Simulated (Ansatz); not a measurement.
# Rh (P6_3/mmc) in Ansatz: further runs

One crystal, Rh, is run at these levels: PBE; tasks: single point.

Program: Ansatz 0.2.0. These are calculated values, not measurements. Logs are shortened: lines on timing, memory, paths and dates and some standing lists are left out, and cuts for length are marked.

**1. The structure**

The structure is hexagonal, space group P6_3/mmc (No. 194). The conventional cell has a = 2.731 Å, b = 2.731 Å, c = 4.428 Å, α = 90.00°, β = 90.00°, γ = 120.00°. Around Rh (site symmetry -6m2) lie 12 Rh at 2.72 to 2.73 Å.

This isn't the form of Rh at room conditions, which is fcc.

**2. Single point, PBE, 13.44 Å³/atom (volume scaled by 0.94)**

Input file input.yaml:

```yaml
crystal:
  lattice:
    - [2.6752291329, 0.0, 0.0]
    - [-1.3376145665, 2.3168163901, 0.0]
    - [0.0, 0.0, 4.338086307]
  atoms:
    - { symbol: Rh, position: [0.3333333333, 0.6666666667, 0.25] }
    - { symbol: Rh, position: [0.6666666667, 0.3333333333, 0.75] }
kpoints:
  mp_grid: { grid: [11, 11, 6] }
scf:
  occupations: { method: fermi_dirac, width: 0.05 }
hamiltonian:
  xc: pbe
  pseudopotentials: { kind: all_electron, lapw: { basis_error: 0.0005 } }
output:
  forces: true
  stress: true
  eigenvalues: true
```

Potentials or basis: all-electron LAPW, scalar-relativistic.

Run with:

```
ansatz run input.yaml --threads 1 --pin off --max-ram 3072MiB --backend cpu --events-out ev --progress --plain --runs-dir out
```

The log of the run:

```text
Warning: RAYON_NUM_THREADS=1 ignored (pool sized by the plan → 1); use --threads N
LAPW: plane waves up to 8.924 Å⁻¹, error target 5.0e-4 eV per atom; small_component_spin mean_spin; Rh in spheres of 1.331 Å, 27 of its electrons in bands, Dirac shells [] (how accurate: hamiltonian.pseudopotentials.lapw.basis_error, Limitations)
Engine: ansatz 0.2.0, x86_64-unknown-linux-gnu
Pseudopotentials: kind: all_electron
Pseudopotential: Rh, LAPW, valence charge 27, lapw/all_electron/scalar/gaussian/Rh, Koelling and Harmon's equation, gaussian nucleus
Functional definition: PBE
  parameter kappa = 0.804
  parameter beta = 0.06672455060314922
  exchange = pbe_x(kappa = kappa, mu = beta*pi^2/3)
  correlation = pbe_c(beta = beta)
Crystal: 2 atoms, lattice volume = 26.888 Å³
Basis set: ecut = 303.41792408130044 eV, 313 PW (Γ), exchange–correlation at level 2
Bands: 33, of which v1, the nominal top of the filled ones, is band 27 counted from 1 (26 counted from 0)
Symmetry: 24 space group operations
Space group: P63/mmc (ITA 194), of the structure as read, at distance tolerance 3.0e-5 Å
k-points: 64 of 726
Non-local potential: Rh, projectors of the file, none
Initial density: superposition of atomic densities (chi_scale 0.1, normalization cell)
Initial wavefunctions: plane waves of lowest kinetic energy (no species holds an atomic orbital)
Functional: x = pbe(κ = 0.804, μ = 0.2195149727645171), c = pbe(β = 0.06672455060314922)
iter 1 solved again at ethr=3.47e-4 eV; its pass at ethr=1.00e-1 eV (dr2=1.87e-1 eV) is discarded
SCF iter   1: F=—  HF=-260375.360474 eV  |F-HF|=—  |Δ(HF+E_count)|=         —  Δρ=3.85e-2  dr2=1.88e-1  ethr=3.47e-4  ⟨swp⟩=2.9  Hψ=13744  notcnv=0
preconditioner: auto → Kerker (q_TF=auto, 3.065 Å⁻¹)  [metal: Δε(μ)=0.006 eV  Ē_g=10.760 eV  σ=0.050 eV  W_gap=0.03  n_scr=10 (ndim 8)  ℏωp=30.4 eV  f_vac=0.000  D(μ)=3.47/eV (n_scr^D=42)]
iter 2 solved again at ethr=1.75e-5 eV; its pass at ethr=3.47e-4 eV (dr2=9.43e-3 eV) is discarded
SCF iter   2: F=—  HF=-260374.540195 eV  |F-HF|=—  |Δ(HF+E_count)|=   8.20e-1  Δρ=6.96e-3  dr2=9.44e-3  ethr=1.75e-5  ⟨swp⟩=2.0  Hψ=10952  notcnv=0
SCF iter   3: F=—  HF=-260374.477620 eV  |F-HF|=—  |Δ(HF+E_count)|=   6.26e-2  Δρ=8.81e-3  dr2=1.38e-2  ethr=1.75e-5  ⟨swp⟩=2.0  Hψ=6271  notcnv=0
SCF iter   4: F=—  HF=-260374.473847 eV  |F-HF|=—  |Δ(HF+E_count)|=   3.77e-3  Δρ=3.45e-3  dr2=2.79e-3  ethr=1.75e-5  ⟨swp⟩=2.0  Hψ=6131  notcnv=0
SCF iter   5: F=—  HF=-260374.474158 eV  |F-HF|=—  |Δ(HF+E_count)|=   3.11e-4  Δρ=9.46e-4  dr2=2.39e-4  ethr=5.17e-6  ⟨swp⟩=2.0  Hψ=6137  notcnv=0
SCF iter   6: F=—  HF=-260374.474178 eV  |F-HF|=—  |Δ(HF+E_count)|=   2.02e-5  Δρ=1.55e-4  dr2=4.95e-6  ethr=4.42e-7  ⟨swp⟩=2.0  Hψ=6152  notcnv=0
SCF iter   7: F=—  HF=-260374.474177 eV  |F-HF|=—  |Δ(HF+E_count)|=   8.67e-7  Δρ=2.74e-5  dr2=1.95e-7  ethr=9.16e-9  ⟨swp⟩=2.0  Hψ=6152  notcnv=0
SCF iter   8: F=-260374.474177 eV  HF=-260374.474177 eV  |F-HF|=1.86e-8  |Δ(HF+E_count)|=   6.76e-8  Δρ=7.99e-6  dr2=1.78e-8  ethr=3.61e-10  ⟨swp⟩=2.0  Hψ=6152  notcnv=0
SCF 1 converged in 8 iterations: F = -260374.474177 eV  dr2 = 1.78e-8
SCF converged after 8 iterations
Free energy (F): -260374.474177 eV
Harris-Foulkes:  -260374.474177 eV  (|F-HF|=1.86e-8)
Internal energy: -260374.447026 eV  (E = F + TS)
E sigma→0 (E₀):  -260374.460602 eV
Entropy (-TS):   -0.027150 eV (-13.575 meV/atom)
Fermi energy:    25.371457 eV
--- Per-component energies (eV) ---
  E_band       = -5507.167233
  E_kinetic    = 271246.111759
  E_xc         = -7562.203315
  E_electrostatic = -524058.355470  (all electrons and nuclei)
  E_smearing   = -0.027150  (= −TS)
  E_closure    = 0.000000  (closes the sum)
  E_atoms      = -260360.053172  (free atoms, spherical and without spin; not in F)
  Σ components = -260374.474177   (vs F -260374.474177, Δ=0.00e0)
  Basis errors (estimates in eV, not in F): energy 1.1e-4 per atom: plane waves 1.0e-4 (5.1e-5 summed), levels above the bands 6.9e-100, relativity 3.9e-8, radial functions 6.9e-6, core shells 4.2e-7; eigenvalues (radial functions only) 2.3e-7; not estimated: angular momenta, meshes, grids; target (lapw.basis_error) 5.0e-4; muffin-tin radii Rh 1.331 Å
--- Forces (eV/Å), atoms counted from 1 ---
  atom   1  Rh     0.00000000    -0.00000000     0.00000000
  atom   2  Rh    -0.00000000     0.00000000     0.00000000
  max |Σ_I F_I| component: 2.31e-18 eV/Å
--- Stress (GPa, compression-positive) ---
       14.060457      -0.000000       0.000000
       -0.000000      14.060457       0.000000
        0.000000       0.000000      13.030485
  P = ⅓ Tr σ = 13.7171 GPa (137.171 kbar)
--- Band table (eV; the first three rows and the last of 64) ---
  k-point 0: bands = ["-271.6415", "-271.6415", "-271.6341", "-271.6341", "-271.6341", "-271.6341", "-271.6295", "-271.6295", "-271.6295", "-271.6295", "-53.6519", "-53.5235", "-21.9003", "-21.1977", "-21.1977", "-21.0926", "-21.0840", "-21.0840", "17.1555", "18.9706", "22.1394", "22.2282", "22.2282", "22.7686", "22.7686", "23.4154", "23.4154", "25.5216", "25.5216", "26.0446", "34.1989", "41.0939", "43.2250"]
  k-point 1: bands = ["-271.6415", "-271.6415", "-271.6341", "-271.6341", "-271.6341", "-271.6341", "-271.6295", "-271.6295", "-271.6295", "-271.6295", "-53.6434", "-53.5322", "-21.8479", "-21.1901", "-21.1901", "-21.1486", "-21.0916", "-21.0916", "17.4411", "19.0477", "22.0293", "22.1243", "22.1243", "22.6403", "22.6403", "23.7117", "23.7117", "25.0659", "25.5014", "25.5014", "35.5141", "40.6325", "43.2536"]
  k-point 2: bands = ["-271.6415", "-271.6415", "-271.6341", "-271.6341", "-271.6341", "-271.6341", "-271.6295", "-271.6295", "-271.6295", "-271.6295", "-53.6201", "-53.5558", "-21.7036", "-21.3000", "-21.1694", "-21.1694", "-21.1125", "-21.1125", "18.1984", "19.1820", "21.8295", "22.0363", "22.0363", "22.3632", "22.3632", "23.2863", "24.3213", "24.3213", "25.3416", "25.3416", "38.2517", "40.2706", "42.2075"]
  k-point 63: bands = ["-271.6415", "-271.6415", "-271.6341", "-271.6341", "-271.6341", "-271.6341", "-271.6295", "-271.6295", "-271.6295", "-271.6295", "-53.4983", "-53.4983", "-21.7397", "-21.7397", "-21.5298", "-21.5298", "-21.2377", "-21.2377", "20.1876", "20.1876", "21.0166", "21.0166", "22.1219", "22.1219", "23.5408", "23.5408", "25.6371", "25.6371", "32.3609", "32.3609", "35.2905", "35.2905", "36.6692"]
```

Wall time 15 s (1 thread of Intel Xeon Platinum 8488C (Sapphire Rapids), shared host); peak memory 0.43 GiB.

Results:

* Free energy: -260374.4742 eV
* Pressure: 13.7 GPa
* Band gap on the k mesh: none (metal or under the smearing width)

**3. Single point, PBE, 13.73 Å³/atom (volume scaled by 0.96)**

input.yaml, as its differences from that of step 2:

```diff
@@ -2,5 +2,5 @@
   lattice:
-    - [2.6752291329, 0.0, 0.0]
-    - [-1.3376145665, 2.3168163901, 0.0]
-    - [0.0, 0.0, 4.338086307]
+    - [2.6940693954, 0.0, 0.0]
+    - [-1.3470346977, 2.3331325361, 0.0]
+    - [0.0, 0.0, 4.3686372171]
   atoms:
```

Potentials or basis: all-electron LAPW, scalar-relativistic.

Run with:

```
ansatz run input.yaml --threads 1 --pin off --max-ram 3072MiB --backend cpu --events-out ev --progress --plain --runs-dir out
```

Wall time 17 s (1 thread of Intel Xeon Platinum 8488C (Sapphire Rapids), shared host); peak memory 0.43 GiB.

The run converged. Its results:

```yaml
Free_energy: -260374.5114 eV
Pressure: 7.2 GPa
Band_gap_on_the_k_mesh: none (metal or under the smearing width)
```

**4. Single point, PBE, 14.02 Å³/atom (volume scaled by 0.98)**

input.yaml, as its differences from that of step 3:

```diff
@@ -2,5 +2,5 @@
   lattice:
-    - [2.6940693954, 0.0, 0.0]
-    - [-1.3470346977, 2.3331325361, 0.0]
-    - [0.0, 0.0, 4.3686372171]
+    - [2.7126497715, 0.0, 0.0]
+    - [-1.3563248858, 2.3492236138, 0.0]
+    - [0.0, 0.0, 4.3987667018]
   atoms:
```

Run with:

```
ansatz run input.yaml --threads 1 --pin off --max-ram 3072MiB --backend cpu --events-out ev --progress --plain --runs-dir out
```

Run time: 16 s. Hardware: 1 thread of Intel Xeon Platinum 8488C (Sapphire Rapids), shared host; peak memory 0.41 GiB.

It converged, with:

```
Free energy            : -260374.5268 eV
Pressure               : 1.5 GPa
Band gap on the k mesh : none (metal or under the smearing width)
```

**5. Single point, PBE, 14.30 Å³/atom**

input.yaml, as its differences from that of step 4:

```diff
@@ -2,5 +2,5 @@
   lattice:
-    - [2.7126497715, 0.0, 0.0]
-    - [-1.3563248858, 2.3492236138, 0.0]
-    - [0.0, 0.0, 4.3987667018]
+    - [2.7309790422, 0.0, 0.0]
+    - [-1.3654895211, 2.3650972278, 0.0]
+    - [0.0, 0.0, 4.428489]
   atoms:
```

Run with:

```
ansatz run input.yaml --threads 1 --pin off --max-ram 3072MiB --backend cpu --events-out ev --progress --plain --runs-dir out
```

Run time: 16 s. Hardware: 1 thread of Intel Xeon Platinum 8488C (Sapphire Rapids), shared host; peak memory 0.43 GiB.

The run converged. Its results:

```yaml
Free_energy: -260374.5232 eV
Pressure: -3.5 GPa
Band_gap_on_the_k_mesh: none (metal or under the smearing width)
```

**6. Single point, PBE, 14.59 Å³/atom (volume scaled by 1.02)**

input.yaml, as its differences from that of step 5:

```diff
@@ -2,5 +2,5 @@
   lattice:
-    - [2.7309790422, 0.0, 0.0]
-    - [-1.3654895211, 2.3650972278, 0.0]
-    - [0.0, 0.0, 4.428489]
+    - [2.7490655232, 0.0, 0.0]
+    - [-1.3745327616, 2.3807605798, 0.0]
+    - [0.0, 0.0, 4.4578175964]
   atoms:
```

Potentials or basis: all-electron LAPW, scalar-relativistic.

Run with:

```
ansatz run input.yaml --threads 1 --pin off --max-ram 3072MiB --backend cpu --events-out ev --progress --plain --runs-dir out
```

Wall time 18 s (1 thread of Intel Xeon Platinum 8488C (Sapphire Rapids), shared host); peak memory 0.41 GiB.

It converged, with:

* Free energy: -260374.5026 eV
* Pressure: -7.9 GPa
* Band gap on the k mesh: none (metal or under the smearing width)

**7. Single point, PBE, 14.87 Å³/atom (volume scaled by 1.04)**

input.yaml, as its differences from that of step 6:

```diff
@@ -2,5 +2,5 @@
   lattice:
-    - [2.7490655232, 0.0, 0.0]
-    - [-1.3745327616, 2.3807605798, 0.0]
-    - [0.0, 0.0, 4.4578175964]
+    - [2.7669170982, 0.0, 0.0]
+    - [-1.3834585491, 2.3962204973, 0.0]
+    - [0.0, 0.0, 4.4867652751]
   atoms:
```

Run with:

```
ansatz run input.yaml --threads 1 --pin off --max-ram 3072MiB --backend cpu --events-out ev --progress --plain --runs-dir out
```

Run time: 18 s. Hardware: 1 thread of Intel Xeon Platinum 8488C (Sapphire Rapids), shared host; peak memory 0.43 GiB.

It converged, with:

```
Free energy            : -260374.4671 eV
Pressure               : -11.8 GPa
Band gap on the k mesh : none (metal or under the smearing width)
```

**8. Single point, PBE, 15.16 Å³/atom (volume scaled by 1.06)**

input.yaml, as its differences from that of step 7:

```diff
@@ -2,5 +2,5 @@
   lattice:
-    - [2.7669170982, 0.0, 0.0]
-    - [-1.3834585491, 2.3962204973, 0.0]
-    - [0.0, 0.0, 4.4867652751]
+    - [2.7845412492, 0.0, 0.0]
+    - [-1.3922706246, 2.4114834597, 0.0]
+    - [0.0, 0.0, 4.5153441684]
   atoms:
```

Run with:

```
ansatz run input.yaml --threads 1 --pin off --max-ram 3072MiB --backend cpu --events-out ev --progress --plain --runs-dir out
```

Wall time 15 s (1 thread of Intel Xeon Platinum 8488C (Sapphire Rapids), shared host); peak memory 0.43 GiB.

The run converged. Its results:

```
Free energy            : -260374.4185 eV
Pressure               : -15.3 GPa
Band gap on the k mesh : none (metal or under the smearing width)
```
